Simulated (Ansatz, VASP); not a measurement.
## InSb in VASP and in Ansatz

The input INCAR:

```
ALGO = Normal
EDIFF = 1E-8
ENCUT = 520
ISIF = 2
ISMEAR = -1
LASPH = T
LCHARG = F
LEFG = T
LREAL = F
LWAVE = F
NBANDS = 26
NELM = 80
PREC = Accurate
SIGMA = 0.08
```

File KPOINTS:

```
k-points
0
Gamma
  6 6 11
```

Contents of POSCAR:

```
InSb
1.0
    5.2845992329      0.0000000000      0.0000000000
    0.0000000000      5.6348013474      0.0000000000
    0.0000000000      0.0000000000      3.0216030335
In Sb
2 2
Direct
    0.0000000000      0.0000000000      0.0000000000
    0.5000000000      0.5000000000      0.0000000000
    0.5000000000      0.0000000000      0.8350000000
    0.0000000000      0.5000000000      0.1650000000
```

Input for Ansatz:

```yaml
crystal:
  lattice:
    - [5.2845992329, 0.0, 0.0]
    - [0.0, 5.6348013474, 0.0]
    - [0.0, 0.0, 3.0216030335]
  atoms:
    - { symbol: In, position: [0.0, 0.0, 0.0] }
    - { symbol: In, position: [0.5, 0.5, 0.0] }
    - { symbol: Sb, position: [0.5, 0.0, 0.835] }
    - { symbol: Sb, position: [0.0, 0.5, 0.165] }
kpoints:
  mp_grid: { grid: [6, 6, 11] }
scf:
  occupations: { method: fermi_dirac, width: 0.08 }
hamiltonian:
  xc: lda
  pseudopotentials: { kind: all_electron, datasets: crystal }
output:
  forces: true
  stress: true
  eigenvalues: true
  efg: { contact_densities: true }
```

Change from the starting cell: volume scaled by 0.96, crystal datasets.

Alike in both runs: task electric field gradients; functional LDA; k mesh 6 × 6 × 11; occupations fermi-dirac, width 0.08 eV; no spin polarisation.

```csv
,VASP,Ansatz
version,VASP 6.6.1,Ansatz 0.2.0
potentials or method,"VASP PAW LDA potentials, release 64 (In_d, Sb)","all-electron PAW with datasets made for the crystal, scalar-relativistic"
plane-wave cutoff (eV),520,see its input
```

Ansatz gave:

* pressure (GPa): 16.4
* largest component of the traceless stress (GPa): 12.85
* rms of the force components (eV/Å): 0.316
* Vzz of the field gradient on the site that differs most (V/Å²): -74.3

Task: Estimate VASP's values.

Result: Pressure (GPa): 16.8; largest component of the traceless stress (GPa): 12.90; rms of the force components (eV/Å): 0.318; Vzz of the field gradient on the site that differs most (V/Å²): -87.6.

Atom by atom the forces differ by 0.003 eV/Å (rms over components). Ansatz ran all-electron here, so the differences hold the error of VASP's frozen core and of both bases. Ansatz warned: «gradients_without_spin_orbit».

Caveats: so large a pressure means that the cell lies far from this level's equilibrium, or that cutoff or potentials fall short (VASP). Spin-orbit coupling is left out, which matters for the levels of Sb.
